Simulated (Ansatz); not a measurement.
**Te2Mo in Ansatz: the effect of functional**

The system is Te2Mo, a slab with vacuum.

```
Te Mo
1.0
     3.51212    0.00000    0.00000
    -1.75606    3.04158    0.00000
     0.00000    0.00000   17.28722
Te Mo
2 1
Direct
  0.33333 0.66667 0.10214
  0.33333 0.66667 0.89786
  0.00000 0.00000 0.00000
```

The cell isn't the ideal one: volume scaled by 0.96.

Alike in all runs:

```yaml
Program: Ansatz 0.2.0
Task: single point
Potentials_or_basis: Ansatz PAW
k_mesh: 9 × 9 × 2
Occupations: fermi-dirac, width 0.05 eV
Spin: no spin polarisation
```

```csv
functional,cutoff,gap on the mesh (eV),largest force (eV/Å)
LDA,420 eV (not typed: the program's choice for these potentials),1.11,0.17
PBEsol,420 eV (not typed: the program's choice for these potentials),?,?
r2SCAN,500 eV (not typed: the program's choice for these potentials),1.20,0.62
```

What does the run with functional PBEsol give?

gap on the mesh 1.11 eV; largest force 0.43 eV/Å.

Caveats: odd divisions of the mesh miss points on the zone boundary, where band edges often lie, so the gap on the mesh can be too wide; spin-orbit coupling is left out, which moves the levels of the heavy elements; the PAW data sets come from PBE, with cores solved anew for the run's functional, which leaves a small shift of forces and pressure.

A k mesh can miss the band edges.
